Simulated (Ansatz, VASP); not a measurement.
This is a calculation of Ag for VASP 6.6.1.

The input INCAR:

```
PREC = Accurate ; ENCUT = 520
EDIFF = 1E-6 ; ISMEAR = -1
SIGMA = 0.05 ; LREAL = F
LASPH = T ; NELM = 80
ALGO = Normal ; ISIF = 2
LWAVE = F ; LCHARG = F
NBANDS = 12
```

File KPOINTS:

```
Automatic mesh
0
Gamma
  11 11 11
```

Contents of POSCAR:

```
Ag
1.0
    0.0000000000      2.0427500000      2.0427500000
    2.0427500000      0.0000000000      2.0427500000
    2.0427500000      2.0427500000      0.0000000000
Ag
1
Direct
    0.0000000000      0.0000000000      0.0000000000
```

Potentials or basis: VASP PAW LDA potentials, release 64 (Ag).

Launch:

```bash
$ cat potpaw_LDA.64/Ag/POTCAR > POTCAR
$ mpirun -np 1 vasp_std > vasp.out
```

Translate it to Ansatz 0.2.0. Potentials there: all-electron LAPW, scalar-relativistic.

As run (the cutoff follows the program's own potentials):

The input input.yaml:

```yaml
crystal:
  lattice:
    - [0.0, 2.04275, 2.04275]
    - [2.04275, 0.0, 2.04275]
    - [2.04275, 2.04275, 0.0]
  atoms:
    - { symbol: Ag, position: [0.0, 0.0, 0.0] }
kpoints:
  mp_grid: { grid: [11, 11, 11] }
scf:
  occupations: { method: fermi_dirac, width: 0.05 }
hamiltonian:
  xc: lda
  pseudopotentials: { kind: all_electron, lapw: { basis_error: 0.001 } }
output:
  forces: true
  stress: true
  eigenvalues: true
```

Potentials or basis: all-electron LAPW, scalar-relativistic.

The run is started by

```console
$ ansatz run input.yaml --threads 1 --pin off --max-ram 3072MiB --backend cpu --events-out ev --progress --plain --runs-dir out
```

Both were run:

|  | VASP | Ansatz | Ansatz less VASP |
| --- | --- | --- | --- |
| gap on the k mesh at the Fermi level (eV) | none | none | - |
| pressure (GPa) | -7.4 | -7.6 | -0.15 |

A gap of «none» marks a metal or a gap that the smearing closes. Ansatz ran all-electron here, so the differences hold the error of VASP's frozen core and of both bases.
